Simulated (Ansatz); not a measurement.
# RuS2 (CdI2 type): equation of state

An exercise on one series of results from a longer session: the logs are not shown, and one member is left open.

Program: Ansatz 0.2.0. Level of theory: DFT PBEsol, scalar-relativistic, plane waves, PAW. These are calculated values, not measurements.

## The system as given

Symmetry: P-3m1, No. 164, trigonal system. The conventional cell has a = 3.371 Å, b = 3.371 Å, c = 4.887 Å, α = 90.00°, β = 90.00°, γ = 120.00°. Ru (site symmetry -3m) is surrounded by 6 S at 2.35 Å. S (site symmetry 3m) is surrounded by 3 Ru at 2.35 Å.

Coordinates:

```xyz
3
Lattice="3.3709 0.0000 0.0000 -1.6854 2.9192 0.0000 0.0000 0.0000 4.8872" Properties=species:S:1:pos:R:3 pbc="T T T"
Ru    0.0000    0.0000    0.0000
S     0.0000    1.9462    1.3173
S     1.6854    0.9731    3.5698
```

This cell comes from an earlier session at PBEsol: 16.030 Å³/atom at 0.02 GPa, on a 10×10×6 mesh.

Volume factors to run: 0.980, 1.020, 0.960, 1.040.

Set-up of the first run:

File input.yaml:

```yaml
crystal:
  lattice:
    - [3.3482287236, 0.0, 0.0]
    - [-1.6741143618, 2.8996511323, 0.0]
    - [0.0, 0.0, 4.8543529719]
  atoms:
    - { symbol: Ru, position: [0.0, 0.0, 0.0], spin: 0.29 }
    - { symbol: S, position: [0.3333333333, 0.6666666667, 0.269547681] }
    - { symbol: S, position: [0.6666666667, 0.3333333333, 0.730452319] }
basis:
  ecutwfc: 420
  ecutrho_ratio: 4
kpoints:
  mp_grid: { grid: [10, 10, 6] }
hamiltonian:
  xc: pbesol
scf:
  occupations: { method: gaussian, width: 0.05 }
output:
  forces: true
  stress: true
  eigenvalues: true
  populations: true
magnetization:
  spin_polarized: true
relax:
  f_tol: 0.01
  max_steps: 40
  cell: { stress_tol: 0.1, fix: [volume] }
```

Run with:

```
$ ansatz run input.yaml --threads 4 --pin off --max-ram 4096MiB --backend cpu --events-out ev --progress --plain --runs-dir out
```

Among the steps run: Volume × 0.980; Scaling the volume by 1.020; At 0.960 of the relaxed volume; Volume × 1.040.

One of the session's tables, all rows but one given; the rest of the session is left out.

| volume (Å³/atom) | energy (meV/atom) | pressure (GPa) | moment of atom 1 (μB) |
| --- | --- | --- | --- |
| 15.389 | 5.92 | 3.11 | 0.25 |
| 15.710 | 1.36 | 1.42 | 0.27 |
| 16.030 | 0.00 | 0.02 | 0.27 |
| 16.351 | ? | ? | ? |
| 16.672 | 4.67 | -2.12 | 0.24 |

Q: Estimate the row for volume (Å³/atom) = 16.351 from the others.

Worked estimate for «energy (meV/atom)». A straight line through the neighbours (16.030, 0.00) and (16.672, 4.67) gives 0.00 + (4.67 − 0.00) × (16.351 − 16.030) / (16.672 − 16.030) = 2.33; a parabola fitted to 3 rows on both sides gives 1.10.

As computed: energy (meV/atom): 1.29; pressure (GPa): -1.20; moment of atom 1 (μB): 0.26. In «energy (meV/atom)» the line misses by +1.04 and the parabola by -0.19.

volume (Å³/atom), energy (meV/atom) and a bar:
```
    15.39        5.9 ##############################
    15.71        1.4 #######
    16.03        0.0 
    16.35        1.3 #######
    16.67        4.7 ########################
```

Caveats from the session: Warnings in the runs' records: stability check not made.
